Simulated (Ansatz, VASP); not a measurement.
**One calculation of Nb, two programs**

```xyz
1
Lattice="-1.5563 1.5563 1.5563 1.5563 -1.5563 1.5563 1.5563 1.5563 -1.5563" Properties=species:S:1:pos:R:3 pbc="T T T"
Nb    0.0000    0.0000    0.0000
```

Change from the starting cell: volume scaled by 0.88, PAW files.

Alike in both runs: task single point; functional LDA; k mesh 16 × 16 × 16; occupations fermi-dirac, width 0.1 eV; no spin polarisation.

|  | VASP | Ansatz |
| --- | --- | --- |
| version | VASP 6.6.1 | Ansatz 0.2.0 |
| potentials or method | VASP PAW LDA potentials, release 64 (Nb_sv) | PAW with Ansatz's default frozen-core files, scalar-relativistic |
| plane-wave cutoff (eV) | 520 | 420 |
| valence electrons in the cell | 13 | 13 |

|  | VASP | Ansatz | Ansatz less VASP |
| --- | --- | --- | --- |
| pressure (GPa) | 31.0 | 31.0 | +0.06 |

Caveats: so large a pressure means that the cell lies far from this level's equilibrium, or that cutoff or potentials fall short (VASP).
